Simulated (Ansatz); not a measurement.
# Mg2Sb3 (P1) in Ansatz: convergence with k mesh

Aim: find how far k mesh must go before the results for Mg2Sb3 settle, at r2SCAN. This setting moves, with any that are tied to it; all else stays.

Everything below comes from runs of Ansatz 0.2.0. Logs are shortened: lines on timing, memory, paths and dates and some standing lists are left out, and cuts for length are marked.

### 1 The cell of the first run

The typed cell holds 5 atoms: a = 4.695 Å, b = 4.695 Å, c = 7.490 Å, α = 90.00°, β = 90.00°, γ = 120.00°.

The cell comes from a database or a generator and needn't be the stable form of this composition.

The cell isn't the ideal one: atoms moved at random, drawn with an rms of 0.05 Å.

### 2 With k mesh 2 × 2 × 1

input.yaml

```yaml
crystal:
  lattice:
    - [4.6953621975, 0.0, 0.0]
    - [-2.3476810987, 4.066302943, 0.0]
    - [0.0, 0.0, 7.490325]
  atoms:
    - { symbol: Sb, position: [-0.016773, -0.009346, -0.002648] }
    - { symbol: Sb, position: [0.670494, 0.337084, 0.416949] }
    - { symbol: Sb, position: [0.338446, 0.674042, 0.581392] }
    - { symbol: Mg, position: [0.663361, 0.333314, 0.831749] }
    - { symbol: Mg, position: [0.330918, 0.672966, 0.161794] }
hamiltonian:
  xc: r2scan
  pseudopotentials: { kind: paw, level: accurate }
kpoints:
  mp_grid: { grid: [2, 2, 1] }
scf:
  occupations: { method: fermi_dirac, width: 0.05 }
output:
  forces: true
  stress: true
  eigenvalues: true
```

Potentials or basis: Ansatz PAW earlier set.

Command:

```
$ ansatz run input.yaml --threads 2 --pin off --max-ram 5632MiB --backend cpu --events-out ev --progress --plain --runs-dir out
```

Output:

```text
Warning: RAYON_NUM_THREADS=2 ignored (pool sized by the plan → 2); use --threads N
Engine: ansatz 0.2.0, aarch64-unknown-linux-gnu
Pseudopotentials: kind: paw, level: accurate
Pseudopotential: Sb, paw, valence charge 15, recommended cutoff 430 eV (normal), Sb.paw.azcp#accurate
Pseudopotential: Mg, paw, valence charge 10, recommended cutoff 760 eV (high), Mg.paw.azcp
Functional definition: r2SCAN
  parameter k0 = 0.174
  parameter k1 = 0.065
  parameter a1 = 4.9479
  exchange = r2scan_x(k0 = k0, k1 = k1, a1 = a1)
  correlation = r2scan_c
Crystal: 5 atoms, lattice volume = 143.011 Å³
Basis set: ecut = 760 eV, 6777 PW (Γ), exchange–correlation on 180×180×288 points (64 copies of the dense FFT grid, shifted against one another)
Bands: 39, of which v1, the nominal top of the filled ones, is band 33 counted from 1 (32 counted from 0)
Symmetry: 1 space group operations
Space group: P1 (ITA 1), of the structure as read, at distance tolerance 5.2e-5 Å
k-points: 4
Non-local potential: Sb, projectors of the file, l = 0: 3, l = 1: 3, l = 2: 3, l = 3: 2, l = 4: 1
Non-local potential: Mg, projectors of the file, l = 0: 2, l = 1: 3, l = 2: 1, l = 3: 1
PAW form: soft (Blöchl's): semilocal exchange-correlation on the pseudo side does not see the compensation charge
[... 26 lines left out ...]
Internal energy: -23348.987189 eV  (E = F + TS)
E sigma→0 (E₀):  -23349.016814 eV
Entropy (-TS):   -0.059250 eV (-11.850 meV/atom)
Fermi energy:    7.393151 eV
--- Per-component energies (eV) ---
  E_band       = -1333.445197
  E_kinetic    = 1066.616904
  E_local      = -8748.130610  (includes V_loc(G=0)·N_el)
  E_nonlocal   = 1423.013692
  E_hartree    = 3512.764375
  E_xc         = -1186.326771
  E_vxc        = -509.793499  (∫ρ·V_xc dr)
  E_paw        = -13712.525787  (= ΣΔE_a, less E_core_relax)
  E_vpaw       = -1626.046770  (= ΣTr[D̂ρ^β], less what the cores' own moments, if any, meet on the grid)
  E_core_relax = -0.001434  (the energy of the cores' relaxation)
  E_aug_tail   = -0.000051  (compensation charges beyond the density's cutoff)
  E_vtau       = 35.367464  (kinetic-family band-sum trace: ∫τ·v_τ [+ j·A + Jᵃ·Aᵃ] dr)
  E_ewald      = -5705.877452
  E_core_change = 1.479945  (= ΣΔE_core)
  E_smearing   = -0.059250  (= −TS)
  E_closure    = -0.000000  (closes the sum)
  Σ components = -23349.046439   (vs F -23349.046439, Δ=0.00e0)
--- Forces (eV/Å), atoms counted from 1 ---
  atom   1  Sb     0.06725781     0.06546109    -0.09146044
  atom   2  Sb    -0.00177159    -0.10623279     1.10117596
  atom   3  Sb    -0.00810280     0.10373764    -0.99644159
  atom   4  Mg    -0.02582391    -0.02125003    -0.15547933
  atom   5  Mg    -0.03155753    -0.04170910     0.14221288
  max |Σ_I F_I| component: 7.48e-6 eV/Å
--- Stress (GPa, compression-positive) ---
        2.467795       0.071250       0.076449
        0.071250       3.453720      -0.106556
        0.076449      -0.106556      -6.149537
  P = ⅓ Tr σ = -0.0760 GPa (-0.760 kbar)
--- Band table (eV) ---
  k-point 0: bands = ["-72.4527", "-72.4002", "-37.5737", "-37.5588", "-37.5461", "-37.5198", "-37.5057", "-37.4961", "-22.1011", "-22.0998", "-22.0557", "-22.0435", "-21.9736", "-21.9538", "-21.9441", "-21.9284", "-21.9050", "-21.9031", "-21.0968", "-21.0950", "-21.0938", "-21.0567", "-21.0555", "-4.2381", "-1.9955", "0.4104", "4.5253", "5.4014", "5.4597", "6.6141", "6.6577", "7.0743", "7.7372", "8.9813", "9.0404", "9.8015", "11.0071", "11.0392"]
  k-point 1: bands = ["-72.4527", "-72.4002", "-37.5736", "-37.5589", "-37.5461", "-37.5198", "-37.5058", "-37.4962", "-22.1106", "-22.0781", "-22.0235", "-22.0031", "-21.9957", "-21.9844", "-21.9699", "-21.9251", "-21.9104", "-21.9047", "-21.0965", "-21.0950", "-21.0937", "-21.0556", "-21.0546", "-2.7262", "-1.7172", "-0.9706", "3.2285", "3.5363", "4.2416", "4.3525", "6.0979", "7.2499", "7.3768", "8.4039", "9.2501", "11.0673", "12.4818", "12.7836"]
  k-point 2: bands = ["-72.4527", "-72.4002", "-37.5736", "-37.5588", "-37.5462", "-37.5198", "-37.5058", "-37.4961", "-22.1090", "-22.0748", "-22.0227", "-22.0083", "-22.0026", "-21.9839", "-21.9686", "-21.9227", "-21.9079", "-21.9052", "-21.0962", "-21.0954", "-21.0936", "-21.0562", "-21.0540", "-2.7595", "-1.6904", "-0.9454", "3.2096", "3.5182", "4.2307", "4.3933", "6.1080", "7.2525", "7.3288", "8.4265", "9.2523", "11.0300", "12.5048", "12.7441"]
  k-point 3: bands = ["-72.4527", "-72.4002", "-37.5736", "-37.5589", "-37.5462", "-37.5198", "-37.5058", "-37.4962", "-22.1098", "-22.0731", "-22.0216", "-22.0075", "-22.0035", "-21.9810", "-21.9743", "-21.9252", "-21.9089", "-21.9007", "-21.0960", "-21.0953", "-21.0937", "-21.0567", "-21.0537", "-2.7673", "-1.6864", "-0.9346", "3.1962", "3.5136", "4.2321", "4.4002", "6.1091", "7.2567", "7.3213", "8.4385", "9.2491", "11.0251", "12.5048", "12.7329"]
```

It took 13 s on 2 threads of Arm Neoverse V2, shared host; peak memory 1.1 GiB.

Results:

```
Free energy            : -23349.0464 eV
Pressure               : -0.1 GPa
Largest force          : 1.106 eV/Å
Band gap on the k mesh : none (metal or under the smearing width)
```

### 3 With k mesh 3 × 3 × 2

Changes to input.yaml since step 2:

```diff
@@ -15,3 +15,3 @@
 kpoints:
-  mp_grid: { grid: [2, 2, 1] }
+  mp_grid: { grid: [3, 3, 2] }
 scf:
```

Potentials or basis: Ansatz PAW earlier set.

Command:

```
$ ansatz run input.yaml --threads 2 --pin off --max-ram 5632MiB --backend cpu --events-out ev --progress --plain --runs-dir out
```

Wall time 18 s (2 threads of Arm Neoverse V2, shared host); peak memory 1 GiB.

Results:

```
Free energy            : -23350.0654 eV
Pressure               : -1.4 GPa
Largest force          : 0.718 eV/Å
Band gap on the k mesh : none (metal or under the smearing width)
```

### 4 With k mesh 4 × 4 × 2

Changes to input.yaml since step 3:

```diff
@@ -15,3 +15,3 @@
 kpoints:
-  mp_grid: { grid: [3, 3, 2] }
+  mp_grid: { grid: [4, 4, 2] }
 scf:
```

Command:

```
$ ansatz run input.yaml --threads 2 --pin off --max-ram 5632MiB --backend cpu --events-out ev --progress --plain --runs-dir out
```

Wall time 27 s (2 threads of Arm Neoverse V2, shared host); peak memory 1.1 GiB.

Results:

```
Free energy            : -23350.0858 eV
Pressure               : -1.1 GPa
Largest force          : 0.549 eV/Å
Band gap on the k mesh : none (metal or under the smearing width)
```

### 5 With k mesh 5 × 5 × 3

Changes to input.yaml since step 4:

```diff
@@ -15,3 +15,3 @@
 kpoints:
-  mp_grid: { grid: [4, 4, 2] }
+  mp_grid: { grid: [5, 5, 3] }
 scf:
```

Command:

```
$ ansatz run input.yaml --threads 2 --pin off --max-ram 5632MiB --backend cpu --events-out ev --progress --plain --runs-dir out
```

Wall time 46 s (2 threads of Arm Neoverse V2, shared host); peak memory 1.2 GiB.

What came out:

```
Free energy            : -23350.0470 eV
Pressure               : -1.1 GPa
Largest force          : 0.473 eV/Å
Band gap on the k mesh : none (metal or under the smearing width)
```

### 6 With k mesh 6 × 6 × 3

Changes to input.yaml since step 5:

```diff
@@ -15,3 +15,3 @@
 kpoints:
-  mp_grid: { grid: [5, 5, 3] }
+  mp_grid: { grid: [6, 6, 3] }
 scf:
```

Potentials or basis: Ansatz PAW earlier set.

Command:

```
$ ansatz run input.yaml --threads 2 --pin off --max-ram 5632MiB --backend cpu --events-out ev --progress --plain --runs-dir out
```

Run time: 69 s. Hardware: 2 threads of Arm Neoverse V2, shared host; peak memory 1.3 GiB.

The run converged. Its results:

```yaml
Free_energy: -23350.0177 eV
Pressure: -0.9 GPa
Largest_force: 0.416 eV/Å
Band_gap_on_the_k_mesh: none (metal or under the smearing width)
```

### 7 With k mesh 8 × 8 × 4

Changes to input.yaml since step 6:

```diff
@@ -15,3 +15,3 @@
 kpoints:
-  mp_grid: { grid: [6, 6, 3] }
+  mp_grid: { grid: [8, 8, 4] }
 scf:
```

Command:

```
$ ansatz run input.yaml --threads 2 --pin off --max-ram 5632MiB --backend cpu --events-out ev --progress --plain --runs-dir out
```

It took 2.4 min on 2 threads of Arm Neoverse V2, shared host; peak memory 1.8 GiB.

The run converged. Its results:

```yaml
Free_energy: -23350.0227 eV
Pressure: -0.9 GPa
Largest_force: 0.392 eV/Å
Band_gap_on_the_k_mesh: none (metal or under the smearing width)
```

### 8 With k mesh 9 × 9 × 5

Changes to input.yaml since step 7:

```diff
@@ -15,3 +15,3 @@
 kpoints:
-  mp_grid: { grid: [8, 8, 4] }
+  mp_grid: { grid: [9, 9, 5] }
 scf:
```

Command:

```
$ ansatz run input.yaml --threads 2 --pin off --max-ram 5632MiB --backend cpu --events-out ev --progress --plain --runs-dir out
```

Run time: 3.7 min. Hardware: 2 threads of Arm Neoverse V2, shared host; peak memory 2.3 GiB.

Results (log left out):

| Item | Value |
| --- | --- |
| Free energy | -23350.0366 eV |
| Pressure | -0.9 GPa |
| Largest force | 0.370 eV/Å |
| Band gap on the k mesh | none (metal or under the smearing width) |

### 9 With k mesh 11 × 11 × 6

Changes to input.yaml since step 8:

```diff
@@ -15,3 +15,3 @@
 kpoints:
-  mp_grid: { grid: [9, 9, 5] }
+  mp_grid: { grid: [11, 11, 6] }
 scf:
```

Potentials or basis: Ansatz PAW earlier set.

Command:

```
$ ansatz run input.yaml --threads 2 --pin off --max-ram 5632MiB --backend cpu --events-out ev --progress --plain --runs-dir out
```

Wall time 6.4 min (2 threads of Arm Neoverse V2, shared host); peak memory 3.5 GiB.

It converged, with:

| Quantity | Value |
| --- | --- |
| Free energy | -23350.0415 eV |
| Pressure | -1.0 GPa |
| Largest force | 0.367 eV/Å |
| Band gap on the k mesh | none (metal or under the smearing width) |

### 10 Result

| k mesh | energy less the tightest run, at zero smearing (meV/atom) | pressure (GPa) | largest force (eV/Å) | SCF cycles | CPU time (s) | peak memory (GiB) |
| --- | --- | --- | --- | --- | --- | --- |
| 2 × 2 × 1 | 203.79 | -0.08 | 1.106 | 12 | 25 | 1.1 |
| 3 × 3 × 2 | -3.65 | -1.42 | 0.718 | 10 | 36 | 1 |
| 4 × 4 × 2 | -9.53 | -1.14 | 0.549 | 11 | 54 | 1.1 |
| 5 × 5 × 3 | -1.29 | -1.07 | 0.473 | 9 | 92 | 1.2 |
| 6 × 6 × 3 | 4.85 | -0.88 | 0.416 | 10 | 140 | 1.3 |
| 8 × 8 × 4 | 4.31 | -0.91 | 0.392 | 11 | 290 | 1.8 |
| 9 × 9 × 5 | 1.16 | -0.93 | 0.370 | 11 | 450 | 2.3 |
| 11 × 11 × 6 | 0.00 | -0.96 | 0.367 | 11 | 770 | 3.5 |

Against the tightest run, the pressure stays within 0.1 GPa from 6 × 6 × 3 on; the largest force stays within 0.005 eV/Å from 9 × 9 × 5 on. Not settled before the last step: the energy (to 1 meV/atom). Meshes of other sizes hit other points, so gaps and Fermi surfaces needn't settle smoothly. The tightest run that finished is the yardstick and may itself not be fully converged.

Caveats: the PAW data sets come from PBE, with cores solved anew for the run's functional, which leaves a small shift of forces and pressure.
